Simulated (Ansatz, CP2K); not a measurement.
This is a calculation of SnO for Ansatz 0.2.0. Atoms were shifted at random by some hundredths of an Å from the given cell, which wasn't relaxed again for these runs. The cell comes from a database or a generator and needn't be the stable form of this composition.

File input.yaml:

```yaml
crystal:
  lattice:
    - [3.13193, 0.0, 0.0]
    - [0.0, 3.13193, 0.0]
    - [0.0, 0.0, 3.13193]
  atoms:
    - { symbol: Sn, position: [0.010277, -0.008135, -0.004175] }
    - { symbol: O, position: [0.495548, 0.513639, 0.502904] }
hamiltonian:
  xc: pbe
  pseudopotentials: { kind: paw }
kpoints:
  mp_grid: { grid: [9, 9, 9] }
scf:
  occupations: { method: fermi_dirac, width: 0.05 }
output:
  forces: true
  stress: true
  eigenvalues: true
  write_density: true
  write_potential: true
  elf: true
  volumetric_format: npy
```

Potentials or basis: Ansatz PAW.

Run with:

```bash
$ ansatz run input.yaml --threads 1 --pin off --max-ram 3584MiB --backend cpu --events-out ev --progress --plain --runs-dir out
```

Q: Translate it to CP2K 2026.2. Potentials or basis there: POTENTIAL_UZH Sn GTH-PBE-q4, O GTH-PBE-q6; TZVP-MOLOPT-PBE-GTH basis.

A: As run (cutoffs and basis follow the program's own potentials, and thresholds, step limits or extra output files can differ):

File sno_scf.inp:

```
&GLOBAL
  PROJECT sno_scf
  RUN_TYPE ENERGY_FORCE
  PRINT_LEVEL LOW
&END GLOBAL
&FORCE_EVAL
  METHOD QS
  STRESS_TENSOR ANALYTICAL
  &DFT
    BASIS_SET_FILE_NAME BASIS_MOLOPT_UZH
    POTENTIAL_FILE_NAME POTENTIAL_UZH
    &MGRID
      CUTOFF 600
      REL_CUTOFF 60
      NGRIDS 4
    &END MGRID
    &QS
      METHOD GPW
      EPS_DEFAULT 1.0E-10
    &END QS
    &KPOINTS
      SCHEME MONKHORST-PACK 9 9 9
      GAMMA_CENTERED T
      SYMMETRY T
      SYMMETRY_BACKEND SPGLIB
    &END KPOINTS
    &SCF
      SCF_GUESS ATOMIC
      EPS_SCF 1.0E-6
      MAX_SCF 100
      ADDED_MOS 10
      CHOLESKY OFF
      EPS_EIGVAL 1.0E-7
      &DIAGONALIZATION ON
        ALGORITHM STANDARD
      &END DIAGONALIZATION
      &MIXING ON
        METHOD BROYDEN_MIXING
        ALPHA 0.4
        BETA 1.5
        NBUFFER 8
      &END MIXING
      &SMEAR ON
        METHOD FERMI_DIRAC
        ELECTRONIC_TEMPERATURE 580.23
      &END SMEAR
    &END SCF
    &XC
      &XC_FUNCTIONAL PBE
      &END XC_FUNCTIONAL
    &END XC
    &PRINT
      &KPOINTS ON
      &END KPOINTS
      &MULLIKEN ON
      &END MULLIKEN
      &MO ON
        ENERGIES T
        OCCUPATION_NUMBERS T
        &EACH
          QS_SCF 0
        &END EACH
        ADD_LAST NUMERIC
      &END MO
      &LOWDIN ON
      &END LOWDIN
      &HIRSHFELD ON
        SHAPE_FUNCTION DENSITY
      &END HIRSHFELD
      &E_DENSITY_CUBE ON
        STRIDE 2
      &END E_DENSITY_CUBE
      &V_HARTREE_CUBE ON
        STRIDE 2
      &END V_HARTREE_CUBE
      &ELF_CUBE ON
        STRIDE 2
      &END ELF_CUBE
    &END PRINT
  &END DFT
  &SUBSYS
    &CELL
      A 3.1319300000 0.0000000000 0.0000000000
      B 0.0000000000 3.1319300000 0.0000000000
      C 0.0000000000 0.0000000000 3.1319300000
      PERIODIC XYZ
    &END CELL
    &COORD
      Sn  0.0321868446 -0.0254782506 -0.0130758077
      O   1.5520216476 1.6086813933 1.5750601247
    &END COORD
    &KIND Sn
      BASIS_SET TZVP-MOLOPT-PBE-GTH-q4
      POTENTIAL GTH-PBE-q4
    &END KIND
    &KIND O
      BASIS_SET TZVP-MOLOPT-PBE-GTH-q6
      POTENTIAL GTH-PBE-q6
    &END KIND
    &PRINT
      &ATOMIC_COORDINATES ON
      &END ATOMIC_COORDINATES
      &CELL ON
      &END CELL
      &SYMMETRY ON
      &END SYMMETRY
    &END PRINT
  &END SUBSYS
  &PRINT
    &FORCES ON
    &END FORCES
    &STRESS_TENSOR ON
    &END STRESS_TENSOR
  &END PRINT
&END FORCE_EVAL
```

Potentials or basis: POTENTIAL_UZH Sn GTH-PBE-q4, O GTH-PBE-q6; TZVP-MOLOPT-PBE-GTH basis.

Command:

```bash
$ OMP_NUM_THREADS=1 cp2k.psmp -i sno_scf.inp -o sno_scf.out
```

Both were run:

|  | Ansatz | CP2K |
| --- | --- | --- |
| Pressure | 0.1 GPa | 2.3 GPa |
| Energy over the undisturbed cell | -6.7 meV/atom | -4.8 meV/atom |

Ansatz's pressure holds a Pulay term of +0.46 GPa for its cutoff of 420 eV, which the other run lacks.

The potentials hold 20 and 10 valence electrons a cell.

Where Ansatz's input types no cutoff or centring, it takes its own default and a Γ-centred mesh.

The undisturbed cell isn't at this level's minimum, so the move can lower the energy.

Pressure is positive in compression.
